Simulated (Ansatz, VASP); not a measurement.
**PtS2 (rvv): VASP beside Ansatz**

```
CELL_PARAMETERS angstrom
3.55755 0.00000 0.00000
-1.77877 3.08093 0.00000
0.00000 0.00000 5.08019
ATOMIC_POSITIONS crystal
Pt 0.00000 0.00000 0.00000
S 0.33333 0.66667 0.24065
S 0.66667 0.33333 0.75935
```

Alike in both runs: functional r2SCAN; dispersion rVV10; k mesh 6 × 6 × 4; occupations gaussian, width 0.1 eV; no spin polarisation.

Ansatz relaxed the structure, and its values are those at the end. VASP's run is a single point on that final structure, the one shown.

```csv
,VASP,Ansatz
version,VASP 6.6.1,Ansatz 0.2.0
potentials or method,"VASP PAW PBE potentials, release 64 (Pt, S)","scalar-relativistic, plane waves, PAW"
plane-wave cutoff (eV),520,500
valence electrons in the cell,22,30
```

VASP gave:

- gap on the k mesh at the Fermi level (eV): 0.89
- least direct gap on the mesh (eV): 1.56
- pressure (GPa): 0.1
- rms of the force components (eV/Å): 0.004

Q: Estimate Ansatz's values.

A: gap on the k mesh at the Fermi level (eV): 0.90; least direct gap on the mesh (eV): 1.57; pressure (GPa): -0.1; rms of the force components (eV/Å): 0.002.

The two sets of potentials don't hold the same shells in valence.

Caveats: the PAW data sets were made with another functional, which shifts forces and pressure a little (VASP); spin-orbit coupling is left out, which moves the levels of the heavy elements. A k mesh can miss the band edges. r2SCAN opens gaps a little over a GGA but as a rule still falls short of measured ones.
